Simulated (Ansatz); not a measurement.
Crystal: HfC.

```
CELL_PARAMETERS angstrom
3.34287 0.00000 0.00000
-1.67143 2.89501 0.00000
0.00000 0.00000 5.20271
ATOMIC_POSITIONS crystal
Hf 0.33333 0.66667 0.25000
Hf 0.66667 0.33333 0.75000
C 0.00000 0.00000 0.50000
C 0.00000 0.00000 0.00000
```

The cell comes from a database or a generator and needn't be the stable form of this composition.

* Program: Ansatz 0.2.0
* Task: relaxation of cell and atoms
* Functional: PBE0
* Potentials or basis: Ansatz PAW
* Cutoff: 420 eV (not typed: the program's choice for these potentials)
* k mesh: 6 × 6 × 4
* Occupations: fermi-dirac, width 0.05 eV
* Spin: no spin polarisation

At the start: volume 12.59 Å³/atom.

Task: Where does the relaxation end?

Result: It ends after 5 steps and the volume is 12.43 Å³/atom (-1.3 %); space group P6_3/mmc (No. 194, to 0.05 Å).

The path:
| step | energy change (eV) | largest force (eV/Å) | volume (Å³) |
| --- | --- | --- | --- |
| 1 | 0.0000 | 0.0000 | 50.35 |
| 2 | -0.0205 | 0.0000 | 49.82 |
| 3 | -0.0209 | 0.0000 | 49.72 |
| 4 | -0.0209 | 0.0000 | 49.72 |
| 5 | -0.0200 | 0.0000 | 49.72 |

Final structure:
```
Hf C
1.0
     3.30669    0.00000    0.00000
    -1.65334    2.86368    0.00000
     0.00000    0.00000    5.25023
Hf C
2 2
Direct
  0.33333 0.66667 0.25000
  0.66667 0.33333 0.75000
  0.00000 0.00000 0.50000
  0.00000 0.00000 0.00000
```

Caveat: the k mesh is coarse (spacing up to 0.36 Å⁻¹), so the values aren't converged, least of all with exact exchange; the plane-wave basis is chosen anew once the cell has moved, so the energies of steps on either side of that aren't comparable; the PAW data sets come from PBE, with cores solved anew for the run's functional, which leaves a small shift of forces and pressure.
